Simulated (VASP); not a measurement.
# TiO2 (Rutile) (P4_2/mnm) in VASP: G0W0 quasiparticle levels with PBEsol

Aim: the G0W0 quasiparticle levels of TiO2 (Rutile) with PBEsol.

All numbers are computed with VASP 6.6.1; they aren't measurements. Logs are shortened: lines on timing, memory, paths and dates and some standing lists are left out, and cuts for length are marked.

**Measured values to compare with.**

From “Shallow Valence Band of Rutile GeO2 and P-type Doping”, 2020, arxiv:2011.08928, for a bulk crystal of TiO2 at 1.6 K: band gap 3.03 eV (direct).

The results are compared with them further down.

### 1 The crystal as given

It takes space group P4_2/mnm (No. 136, tetragonal). The conventional cell has a = 4.592 Å, b = 4.592 Å, c = 2.957 Å, α = 90.00°, β = 90.00°, γ = 90.00°. Ti (site symmetry mmm) is surrounded by 6 O at 1.95 to 1.98 Å. Around O (site symmetry m2m) lie 3 Ti at 1.95 to 1.98 Å.

### 2 G0W0 quasiparticle levels, PBEsol

Input file POSCAR:

```
TiO2
1.0
    4.5922000000      0.0000000000      0.0000000000
    0.0000000000      4.5922000000      0.0000000000
    0.0000000000      0.0000000000      2.9574000000
Ti O
2 4
Direct
    0.0000000000      0.0000000000      0.0000000000
    0.5000000000      0.5000000000      0.5000000000
    0.3049600000      0.3049600000      0.0000000000
    0.1950400000      0.8049600000      0.5000000000
    0.6950400000      0.6950400000      0.0000000000
    0.8049600000      0.1950400000      0.5000000000
```

Input file INCAR.step1:

```
PREC = Accurate
ENCUT = 450
EDIFF = 1E-8
ISMEAR = 0
SIGMA = 0.01
LREAL = F
LASPH = T
NELM = 60
ALGO = Normal
LWAVE = T
LCHARG = F
GGA = PS
KPAR = 8
```

Input file INCAR.step2:

```
PREC = Accurate
ENCUT = 450
EDIFF = 1E-8
ISMEAR = 0
SIGMA = 0.01
LREAL = F
LASPH = T
NELM = 1
ALGO = Exact
LWAVE = T
LCHARG = F
GGA = PS
NBANDS = 324
LOPTICS = T
ISTART = 1
KPAR = 8
```

Input file INCAR.step3:

```
PREC = Accurate
ENCUT = 450
EDIFF = 1E-8
ISMEAR = 0
SIGMA = 0.01
LREAL = F
LASPH = T
ALGO = EVGW0
LWAVE = F
LCHARG = F
GGA = PS
NELMGW = 1
NBANDS = 324
ENCUTGW = 150
NOMEGA = 50
PRECFOCK = Fast
ISTART = 1
NBANDSGW = 32
KPAR = 8
```

Input file KPOINTS:

```
Automatic mesh
0
Gamma
  4 4 6
```

Potentials or basis: VASP PAW PBE potentials, release 64 (Ti_sv_GW, O_GW).

Command:

```console
cat potpaw_PBE.64/Ti_sv_GW/POTCAR potpaw_PBE.64/O_GW/POTCAR > POTCAR
cp INCAR.step1 INCAR
mpirun -np 8 vasp_std > vasp.out
cp INCAR.step2 INCAR
mpirun -np 8 vasp_std > vasp.out
cp INCAR.step3 INCAR
mpirun -np 8 vasp_std > vasp.out
```

OUTCAR:

```text
PREC = Accurate
   ENCUT = 450
   EDIFF = 1E-8
   ISMEAR = 0
   LREAL = F
   LASPH = T
   GGA = PS
   NELMGW = 1
   ENCUTGW = 150
   PRECFOCK = Fast
   ISTART = 1

 ion  position               nearest neighbor table
   1  0.000  0.000  0.000-   4 1.95   6 1.95   4 1.95   6 1.95   5 1.98   3 1.98
   2  0.500  0.500  0.500-   3 1.95   5 1.95   3 1.95   5 1.95   4 1.98   6 1.98
   3  0.305  0.305  0.000-   2 1.95   2 1.95   1 1.98
   4  0.195  0.805  0.500-   1 1.95   1 1.95   2 1.98
   5  0.695  0.695  0.000-   2 1.95   2 1.95   1 1.98
   6  0.805  0.195  0.500-   1 1.95   1 1.95   2 1.98

  LATTYP: Found a simple tetragonal cell.
 ALAT       =     4.5922000000
 C/A-ratio  =     0.6440050520

  Lattice vectors:

 A1 = (   4.5922000000,   0.0000000000,   0.0000000000)
 A2 = (   0.0000000000,   4.5922000000,   0.0000000000)
 A3 = (   0.0000000000,   0.0000000000,   2.9574000000)

Analysis of symmetry for initial positions (statically):
=====================================================================
 Subroutine PRICEL returns:
 Original cell was already a primitive cell.

 Routine SETGRP: Setting up the symmetry group for a
 simple tetragonal supercell.

 Subroutine GETGRP returns: Found 16 space group operations
 (whereof  8 operations were pure point group operations)
 out of a pool of 16 trial point group operations.

The static configuration has the point symmetry D_2h.
 The point group associated with its full space group is D_4h.

Analysis of symmetry for dynamics (positions and initial velocities):
=====================================================================
 Subroutine PRICEL returns:
 Original cell was already a primitive cell.

 Routine SETGRP: Setting up the symmetry group for a
 simple tetragonal supercell.

 Subroutine GETGRP returns: Found 16 space group operations
 (whereof  8 operations were pure point group operations)
 out of a pool of 16 trial point group operations.

The dynamic configuration has the point symmetry D_2h.
 The point group associated with its full space group is D_4h.

 Subroutine INISYM returns: Found 16 space group operations
 (whereof  8 operations are pure point group operations),
 and found     1 'primitive' translations

----------------------------------------------------------------------------------------

[... 49 lines left out ...]

 Subroutine IBZKPT returns following result:
 ===========================================

 Found     24 irreducible k-points:

 Following reciprocal coordinates:
            Coordinates               Weight
  0.000000  0.000000  0.000000      1.000000
  0.250000  0.000000  0.000000      4.000000
  0.500000  0.000000  0.000000      2.000000
  0.250000  0.250000  0.000000      4.000000
  0.500000  0.250000  0.000000      4.000000
  0.500000  0.500000  0.000000      1.000000
[... 16 lines left out ...]
  0.500000  0.250000  0.500000      4.000000
  0.500000  0.500000  0.500000      1.000000
   k-points           NKPTS =     24   k-points in BZ     NKDIM =     96   number of bands    NBANDS=    324
   number of dos      NEDOS =    301   number of ions     NIONS =      6
   total plane-waves  NPLWV =  20480
   dimension x,y,z NGX =    32 NGY =   32 NGZ =   20
   dimension x,y,z NGXF=    64 NGYF=   64 NGZF=   40
   ions per type =               2   4
   NGX,Y,Z   is equivalent  to a cutoff of  11.58, 11.58, 11.24 a.u.
   NGXF,Y,Z  is equivalent  to a cutoff of  23.17, 23.17, 22.49 a.u.
 SYSTEM =  unknown system
   PREC   = accura    normal or accurate (medium, high low for compatibility)
   ISTART =      1    job   : 0-new  1-cont  2-samecut
   ICHARG =      0    charge: 1-file 2-atom 10-const
   ISPIN  =      1    spin polarized calculation?
   LNONCOLLINEAR =      F non collinear calculations
   LSORBIT =      F    spin-orbit coupling
   LASPH  =      T    aspherical Exc in radial PAW
   ENCUT  =  450.0 eV  33.07 Ry    5.75 a.u.   7.94  7.94  5.12*2*pi/ulx,y,z
   NELM   =     60;   NELMIN=  2; NELMDL=  0     # of ELM steps
   EDIFF  = 0.1E-07   stopping-criterion for ELM
   LREAL  =      F    real-space projection
   EDIFFG = 0.1E-06   stopping-criterion for IOM
   NSW    =      0    number of steps for IOM
   IBRION =     -1    ionic relax: 0-MD 1-quasi-New 2-CG
   NFREE  =      0    steps in history (QN), initial steepest desc. (CG)
   ISIF   =      0    stress and relaxation
   ISYM   =      3    0-nonsym 1-usesym 2-fastsym
   POTIM  = 0.5000    time-step for ionic-motion
   TEBEG  =    0.0;   TEEND  =   0.0 temperature during run
   PSTRESS=    0.0 pullay stress
   NELECT =      48.0000    total number of electrons
   NUPDOWN=      -1.0000    fix difference up-down
   EMIN   =  10.00;   EMAX   =-10.00  energy-range for DOS
   EFERMI =   0.00;   METHOD = LEGACY
   ISMEAR =     0;   SIGMA  =   0.01  broadening in eV -4-tet -1-fermi 0-gaus
   EFERMI_NEDOS =   21; number of points for ismear=-14 and -15
   IALGO  =     38    algorithm
   IMIX   =      4    mixing-type and parameters
     AMIX     =   0.40;   BMIX     =  1.00
     AMIX_MAG =   1.60;   BMIX_MAG =  1.00
  volume/ion in A,a.u.               =      10.39        70.15
  Fermi-wavevector in a.u.,A,eV,Ry     =   1.500277  2.835112 30.624403  2.250830
  Thomas-Fermi vector in A             =   2.611798
   LORBIT       =      0    0 simple, 1 ext, 2 COOP (PROOUT), +10 PAW based schemes
   GGA     = PS    functional components
   LHFCALC =     T    Hartree Fock is set to
   PRECFOCK=fast      Normal, Fast or Accurate (Low or Medium for compatibility)
   ENCUT4O =  -1.0   cutoff for four orbital integrals eV
   NKREDX  =     1    reduce k-point grid by
   NKREDY  =     1    reduce k-point grid by
   NKREDZ  =     1    reduce k-point grid by
   AEXX    =    1.0000 exact exchange contribution
   HFSCREEN=    0.0000 screening length (either q_TF or 0.3 A-1)
   HFSCREENC=   0.0000 screening length for correlation (either q_TF or 0.3 A-1)
   ENCUTFOCK=  -1.0 apply spherical cutoff to Coloumb kernel
   IVDW    =     0    specifies the selected vdW correction
   LEPSILON=     F    determine dielectric tensor
   LRPA    =     F    only Hartree local field effects (RPA)
   LRPAFORCE           =     F    calculate RPA forces
   ENCUTGW             = 150.0    cutoff for response function in eV
   ENCUTGWSOFT         = 120.0    soft cutoff for Coulomb kernel in GW response function in eV
   ENCUTLF             =  -1.0    cutoff for local field effects
   NELMGW              =     1    number of iterations in solving QP/BSE equation
   NELMHF              =     1    number of iterations in the inner HF iteration
   NKREDLFX            =     1    NKREDLFY  =   1   NKREDLFZ  =   1
 non-spin polarized calculation
 Gauss-broadening in eV      SIGMA  =   0.01
  energy-cutoff  :      450.00
  volume of cell :       62.37
 maximum number of plane-waves:      1366
 NGX is ok and might be reduce to    32
  NGX = 18; NGY = 18; NGZ = 12
   NGX = 15   NGY = 15   NGZ = 11
 maximum number of plane-waves:       270

 QP shifts <psi_nk| G(iteration)W_0 |psi_nk>: iteration 1
 for sc-GW calculations column KS-energies equals QP-energies in previous step
 and V_xc(KS)=  KS-energies - (<T + V_ion + V_H > + <T+V_H+V_ion>^1  + <V_x>^1)

 k-point   1 :       0.0000    0.0000    0.0000
  band No.  KS-energies  QP-energies   sigma(KS)   V_xc(KS)     V^pw_x(r,r')   Z            occupation Imag(sigma)

      1     -51.8776     -53.0229     -26.6400     -24.6915     -41.6221       0.5878       2.0000       1.8483
      2     -51.8601     -52.9939     -26.6231     -24.7105     -41.6292       0.5928       2.0000       1.8479
      3     -28.3134     -29.1846     -25.1874     -23.8263     -34.5176       0.6401       2.0000       1.1746
      4     -28.3134     -29.1846     -25.1874     -23.8263     -34.5176       0.6401       2.0000       1.1746
      5     -28.1425     -29.0367     -25.3928     -24.0207     -34.5561       0.6517       2.0000       1.0793
      6     -28.1425     -29.0367     -25.3928     -24.0207     -34.5561       0.6517       2.0000       1.0793
[... 852 lines left out ...]
     31      10.6857      12.1343     -20.3608     -22.4277     -13.8455       0.7008       0.0000      -0.5398
     32      10.6857      12.1343     -20.3608     -22.4277     -13.8455       0.7008       0.0000      -0.5398
```

OUTCAR.step1:

```text
PREC = Accurate
   ENCUT = 450
   EDIFF = 1E-8
   ISMEAR = 0
   LREAL = F
[... 981 lines left out ...]
      1.40044      1.40044      0.00000        -0.021728     -0.021728     -0.000000
      0.89566      3.69654      1.47870         0.021728     -0.021728      0.000000
      3.19176      3.19176      0.00000         0.021728      0.021728      0.000000
      3.69654      0.89566      1.47870        -0.021728      0.021728      0.000000
 -----------------------------------------------------------------------------------
    total drift:                                0.000000     -0.000000     -0.000000

  FREE ENERGIE OF THE ION-ELECTRON SYSTEM (eV)
  ---------------------------------------------------
  free  energy   TOTEN  =       -60.7215238109 eV

  energy  without entropy=      -60.7215238109  energy(sigma->0) =      -60.72152381
```

OUTCAR.step2:

```text
PREC = Accurate
   ENCUT = 450
   EDIFF = 1E-8
   ISMEAR = 0
   LREAL = F
[... 1509 lines left out ...]
     0.00000     7.75769     7.75769     9.19626    -0.00000     0.00000     0.00000
     2.55687    12.81868    12.81868    16.21370    -0.00000     0.00000     0.00000
     5.11375    -0.11930    -0.11930     1.33607     0.00000     0.00000     0.00000
     7.67062     0.64566     0.64566    -2.05292     0.00000     0.00000     0.00000
    10.22750     0.06714     0.06714    -2.06767     0.00000     0.00000     0.00000
    12.78437     0.97771     0.97771     0.48251     0.00000     0.00000     0.00000
[... 92 lines left out ...]
   250.57375     0.98413     0.98413     0.98414     0.00000     0.00000     0.00000
   253.13062     0.98448     0.98448     0.98448     0.00000     0.00000     0.00000
```

Run time: 34 min. Hardware: 8 MPI ranks of Intel Xeon Platinum 8259CL at 2.50GHz (Skylake/Cascade Lake), shared host; peak memory 1.3 GiB.

What came out:

* Band gap on the k mesh, mean-field level: 1.85 eV, direct
* Quasiparticle gap: 3.50 eV
* Least direct quasiparticle gap: 3.56 eV

Caveat: bands, screening cutoff and mesh are small and nothing is extrapolated, so the quasiparticle values aren't converged.

### 3 Comparison with measurements

Step 2. Measured direct gap of TiO2: 3.03 eV (direct; 1.6 K; quoted in “Shallow Valence Band of Rutile GeO2 and P-type Doping”, 2020, arxiv:2011.08928). This calculation gives 3.56 eV (+0.53 eV). The value is that of G0W0 on PBEsol, without temperature or zero-point motion.
